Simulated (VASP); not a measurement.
# CaO (Lime) (Fm-3m) in VASP: further runs, part 2 of 2

VASP 6.6.1. The steps go on from the part before.

### 4 Relaxation of the atoms, r2SCAN (a relaxed cell with its volume scaled by 1.06)

INCAR

```
ALGO = Normal
EDIFF = 1E-7
EDIFFG = -0.01
ENCUT = 600
IBRION = 2
ISIF = 2
ISMEAR = 0
LASPH = T
LCHARG = F
LMIXTAU = T
LREAL = F
LWAVE = F
METAGGA = R2SCAN
NELM = 80
NSW = 40
PREC = Accurate
SIGMA = 0.03
```

KPOINTS

```
k-points
0
Gamma
  10 10 10
```

POSCAR

```
CaO                                     
1.0
    0.0000000000      2.4509070628      2.4509070628
    2.4509070628      0.0000000000      2.4509070628
    2.4509070628      2.4509070628      0.0000000000
  Ca              O             
     1     1
Direct
     0.0000000000000000    0.0000000000000000    0.0000000000000000
     0.5000000000000000    0.5000000000000000    0.5000000000000000
```

Potentials or basis: VASP PAW PBE potentials, release 64 (Ca_sv, O).

The run is started by

```
> cat potpaw_PBE.64/Ca_sv/POTCAR potpaw_PBE.64/O/POTCAR > POTCAR
> mpirun -np 1 vasp_std > vasp.out
```

OUTCAR:

```text
EDIFF = 1E-7
   EDIFFG = -0.01
   ENCUT = 600
   IBRION = 2
   ISIF = 2
   ISMEAR = 0
   LASPH = T
   LREAL = F
   METAGGA = R2SCAN
   NELM = 80
   NSW = 40
   PREC = Accurate

 ion  position               nearest neighbor table
   1  0.000  0.000  0.000-   2 2.45   2 2.45   2 2.45   2 2.45   2 2.45   2 2.45
   2  0.500  0.500  0.500-   1 2.45   1 2.45   1 2.45   1 2.45   1 2.45   1 2.45

  LATTYP: Found a face centered cubic cell.
 ALAT       =     4.9018141256

  Lattice vectors:

 A1 = (   0.0000000000,   2.4509070628,   2.4509070628)
 A2 = (   2.4509070628,   0.0000000000,   2.4509070628)
 A3 = (   2.4509070628,   2.4509070628,   0.0000000000)

Analysis of symmetry for initial positions (statically):
=====================================================================
 Subroutine PRICEL returns:
 Original cell was already a primitive cell.

 Routine SETGRP: Setting up the symmetry group for a
 face centered cubic supercell.

 Subroutine GETGRP returns: Found 48 space group operations
 (whereof 48 operations were pure point group operations)
 out of a pool of 48 trial point group operations.

The static configuration has the point symmetry O_h .

Analysis of symmetry for dynamics (positions and initial velocities):
[... 181 lines left out ...]
     12       8.3950      0.00000
[... 331 lines left out ...]
 k-point    24 :       0.4000    0.3000    0.0000
  band No.  band energies     occupation
      1     -37.5372      2.00000
      2     -18.0774      2.00000
      3     -17.7080      2.00000
      4     -17.6863      2.00000
      5     -14.2141      2.00000
      6       0.0809      2.00000
      7       1.1631      2.00000
      8       1.2547      2.00000
      9       6.5298      0.00000
     10       9.6180      0.00000
     11      10.8593      0.00000
     12      10.8871      0.00000

 [... further k-points ...]

------------------------ aborting loop because EDIFF is reached ----------------------------------------

  FORCE on cell =-STRESS in cart. coord.  units (eV):
  Direction    XX          YY          ZZ          XY          YZ          ZX
  --------------------------------------------------------------------------------------
  -------------------------------------------------------------------------------------
  Total       -1.1020205     -1.1020205     -1.1020205      0.0000000      0.0000000     -0.0000000
  in kB      -59.9638815    -59.9638815    -59.9638815      0.0000000      0.0000000     -0.0000000
  external PRESSURE =     -59.9638815 kB  Pullay stress =       0.0000000 kB

 VOLUME and BASIS-vectors are now :
 -----------------------------------------------------------------------------
  energy-cutoff  :      600.00
  volume of cell :       29.44
      direct lattice vectors                 reciprocal lattice vectors
     0.000000000  2.450907063  2.450907063    -0.204006104  0.204006104  0.204006104
     2.450907063  0.000000000  2.450907063     0.204006104 -0.204006104  0.204006104
     2.450907063  2.450907063  0.000000000     0.204006104  0.204006104 -0.204006104

 POSITION                                       TOTAL-FORCE (eV/Angst)
 -----------------------------------------------------------------------------------
      0.00000      0.00000      0.00000        -0.000000      0.000000     -0.000000
      2.45091      2.45091      2.45091         0.000000     -0.000000      0.000000
 -----------------------------------------------------------------------------------
    total drift:                                0.000000      0.000000      0.000000

  FREE ENERGIE OF THE ION-ELECTRON SYSTEM (eV)
  ---------------------------------------------------
  free  energy   TOTEN  =       -19.4274608009 eV

  energy  without entropy=      -19.4274608009  energy(sigma->0) =      -19.42746080

 reached required accuracy - stopping structural energy minimisation
```

OSZICAR:

```text
N       E                     dE             d eps       ncg     rms          rms(c)
DAV:   1     0.135401615791E+03    0.13540E+03   -0.95124E+03  1128   0.153E+03
DAV:   2    -0.172099636555E+02   -0.15261E+03   -0.14476E+03  1276   0.361E+02
DAV:   3    -0.249184063011E+02   -0.77084E+01   -0.76378E+01  1432   0.842E+01
DAV:   4    -0.252227438138E+02   -0.30434E+00   -0.30392E+00  1760   0.144E+01
[... 14 lines left out ...]
DAV:  19    -0.194274606609E+02   -0.16244E-06   -0.89308E-07  1596   0.127E-02    0.146E-03
DAV:  20    -0.194274608681E+02   -0.20720E-06   -0.55387E-08   744   0.338E-03    0.107E-03
DAV:  21    -0.194274606694E+02    0.19873E-06   -0.63675E-08   800   0.296E-03    0.563E-04
DAV:  22    -0.194274608645E+02   -0.19508E-06   -0.30631E-08   604   0.205E-03    0.296E-04
DAV:  23    -0.194274608009E+02    0.63620E-07   -0.14690E-08   592   0.105E-03
   1 F= -.19427461E+02 E0= -.19427461E+02  d E =-.194275E+02
```

CONTCAR:

```text
CaO
   1.00000000000000
     0.0000000000000000    2.4509070627999998    2.4509070627999998
     2.4509070627999998    0.0000000000000000    2.4509070627999998
     2.4509070627999998    2.4509070627999998    0.0000000000000000
  Ca              O
     1     1
Direct
     0.0000000000000000    0.0000000000000000    0.0000000000000000
     0.5000000000000000    0.5000000000000000    0.5000000000000000

  0.00000000E+00  0.00000000E+00  0.00000000E+00
  0.00000000E+00  0.00000000E+00  0.00000000E+00
```

It took 2.2 min on 1 thread of AMD EPYC 7R13 (Zen 3), shared host; peak memory 0.15 GiB.

Results:

```
Free energy             : -19.4275 eV
Pressure after relaxing : -6.0 GPa
Band gap on the k mesh  : 4.20 eV, indirect (least direct gap 4.58 eV)
```

Final structure:
```yaml
crystal:
  lattice:
    - [0.00000, 2.45091, 2.45091]
    - [2.45091, 0.00000, 2.45091]
    - [2.45091, 2.45091, 0.00000]
  atoms:
    - { symbol: Ca, position: [0.00000, 0.00000, 0.00000] }
    - { symbol: O, position: [0.50000, 0.50000, 0.50000] }
```

Levels at points of the mesh, in eV from the valence-band top:
| k point | band 5 | band 6 | band 7 | band 8 | band 9 | band 10 | band 11 | band 12 |
| --- | --- | --- | --- | --- | --- | --- | --- | --- |
| (0.00, 0.00, 0.00) | -16.36 | 0.00 | 0.00 | 0.00 | 4.95 | 6.70 | 6.70 | 6.70 |
| (0.50, 0.00, 0.00) | -15.33 | -2.47 | -1.08 | -1.08 | 7.41 | 8.72 | 8.72 | 8.75 |
| (0.50, 0.50, 0.00) | -16.14 | -1.31 | -0.38 | -0.38 | 4.20 | 8.33 | 9.29 | 9.83 |

Caveat: the relaxation stopped at its first step, so nothing moved; the PAW data sets were made with another functional, which shifts forces and pressure a little. A k mesh can miss the band edges.

### 5 Relaxation of cell and atoms, PBEsol

INCAR

```
ALGO     = Normal         # electronic algorithm
EDIFF    = 1E-6           # SCF threshold, eV
EDIFFG   = -0.01          # ionic threshold
ENCUT    = 600            # plane-wave cutoff, eV
GGA      = PS             # functional
IBRION   = 2              # ionic algorithm
ISIF     = 3              # what is computed and relaxed
ISMEAR   = 0              # smearing method
LASPH    = T              # aspherical terms in the spheres
LCHARG   = F              # write CHGCAR
LREAL    = F              # projectors in reciprocal space
LWAVE    = F              # write WAVECAR
NELM     = 80             # most SCF steps
NSW      = 90             # ionic steps
PREC     = Accurate       # precision mode
SIGMA    = 0.03           # smearing width, eV
```

KPOINTS is that of step 4.

POSCAR

```
CaO
1.0
    0.0000000000      2.4065000000      2.4065000000
    2.4065000000      0.0000000000      2.4065000000
    2.4065000000      2.4065000000      0.0000000000
Ca O
1 1
Direct
    0.0000000000      0.0000000000      0.0000000000
    0.5000000000      0.5000000000      0.5000000000
```

The run is started by

```
> cat potpaw_PBE.64/Ca_sv/POTCAR potpaw_PBE.64/O/POTCAR > POTCAR
> mpirun -np 1 vasp_std > vasp.out
```

It took 22 s on 1 thread of Intel Xeon 6975P-C (Granite Rapids), shared host; peak memory 0.18 GiB.

The run converged. Its results:

| Item | Value |
| --- | --- |
| Free energy | -13.4146 eV |
| Relaxed volume | 13.61 Å³/atom |
| Relaxed cell | a = 3.376 Å, b = 3.376 Å, c = 3.376 Å, α = 60.00°, β = 60.00°, γ = 60.00° |
| Space group after relaxing (to 0.05 Å) | Fm-3m (No. 225) |
| Energy gained by relaxing | 2.8 meV/atom |
| Ionic steps | 3 |
| Pressure after relaxing | 0.0 GPa |
| Band gap on the k mesh | 3.53 eV, indirect (least direct gap 3.90 eV) |

Step by step:
```csv
step,energy change (eV),largest force (eV/Å),pressure (GPa),volume (Å³)
1,0.0000,0.0000,-2.61,27.87
2,-0.0047,0.0000,1.07,26.97
3,-0.0055,0.0000,0.00,27.21
```

Final structure:
```yaml
crystal:
  lattice:
    - [0.00000, 2.38733, 2.38733]
    - [2.38733, 0.00000, 2.38733]
    - [2.38733, 2.38733, 0.00000]
  atoms:
    - { symbol: Ca, position: [0.00000, 0.00000, 0.00000] }
    - { symbol: O, position: [0.50000, 0.50000, 0.50000] }
```

Levels at points of the mesh, in eV from the valence-band top:
```tsv
k point	band 6	band 7	band 8	band 9	band 10	band 11
(0.00, 0.00, 0.00)	0.00	0.00	0.00	4.73	6.24	6.24
(0.50, 0.00, 0.00)	-2.74	-1.26	-1.26	7.11	8.48	8.49
(0.50, 0.50, 0.00)	-1.31	-0.37	-0.37	3.53	8.19	9.04
```

Caveat: the PAW data sets were made with another functional, which shifts forces and pressure a little. Expect the measured gap to be larger: semilocal functionals such as PBEsol lack the derivative discontinuity.

### 6 Relaxation of cell and atoms, PBEsol

This run uses another cell than the first one, of 13.61 Å³/atom, 0.976 times its volume.

Changes to INCAR since step 5:

```diff
@@ -1,4 +1,4 @@
 ALGO     = Normal         # electronic algorithm
-EDIFF    = 1E-6           # SCF threshold, eV
-EDIFFG   = -0.01          # ionic threshold
+EDIFF    = 1E-7           # SCF threshold, eV
+EDIFFG   = -0.005         # ionic threshold
 ENCUT    = 600            # plane-wave cutoff, eV
```

KPOINTS is that of step 5.

POSCAR

```
CaO                                     
1.0
   -0.0000000000      2.3873311535      2.3873311535
    2.3873311535     -0.0000000000      2.3873311535
    2.3873311535      2.3873311535     -0.0000000000
  Ca              O             
     1     1
Direct
     0.0000000000000000    0.0000000000000000    0.0000000000000000
     0.5000000000000000    0.5000000000000000    0.5000000000000000
```

Potentials or basis: VASP PAW PBE potentials, release 64 (Ca_sv, O).

The run is started by

```
> cat potpaw_PBE.64/Ca_sv/POTCAR potpaw_PBE.64/O/POTCAR > POTCAR
> mpirun -np 1 vasp_std > vasp.out
```

It took 10 s on 1 thread of Intel Xeon 6975P-C (Granite Rapids), shared host; peak memory 0.17 GiB.

Results (log left out):

- Free energy: -13.4136 eV
- Pressure after relaxing: 0.0 GPa
- Band gap on the k mesh: 3.53 eV, indirect (least direct gap 3.90 eV)

Final structure:
```
CELL_PARAMETERS angstrom
0.00000 2.38733 2.38733
2.38733 0.00000 2.38733
2.38733 2.38733 0.00000
ATOMIC_POSITIONS crystal
Ca 0.00000 0.00000 0.00000
O 0.50000 0.50000 0.50000
```

Levels at points of the mesh, in eV from the valence-band top:
```
           k point  band 5  band 6  band 7  band 8  band 9  band 10  band 11  band 12
(0.00, 0.00, 0.00)  -15.48    0.00    0.00    0.00    4.73     6.24     6.24     6.24
(0.50, 0.00, 0.00)  -14.16   -2.74   -1.26   -1.26    7.11     8.48     8.48     8.48
(0.50, 0.50, 0.00)  -15.24   -1.31   -0.37   -0.37    3.53     8.19     9.04     9.73
```

Caveat: the relaxation stopped at its first step, so nothing moved; the PAW data sets were made with another functional, which shifts forces and pressure a little. A k mesh can miss the band edges.

### 7 Overview

| task | level | cell | gap on the mesh (eV) | pressure (GPa) |
| --- | --- | --- | --- | --- |
| relaxation of the atoms | r2SCAN | atoms relaxed from: a relaxed cell with its volume scaled by 1.02 | 4.19 | -2.2 |
| relaxation of the atoms | r2SCAN | atoms relaxed from: a relaxed cell with its volume scaled by 1.04 | 4.20 | -4.2 |
| relaxation of the atoms | r2SCAN | atoms relaxed from: a relaxed cell with its volume scaled by 1.06 | 4.20 | -6.0 |
| relaxation of cell and atoms | PBEsol | relaxed | 3.53 | 0.0 |

Alike in all rows: potentials or basis VASP PAW PBE potentials, release 64 (Ca_sv, O); no spin polarisation; k mesh 10 × 10 × 10; cutoff (eV) 600; smearing gaussian 0.03 eV.

Caveats: the relaxation stopped at its first step, so nothing moved; the PAW data sets were made with another functional, which shifts forces and pressure a little.

Absolute energies hang on the potentials; compare differences alone.
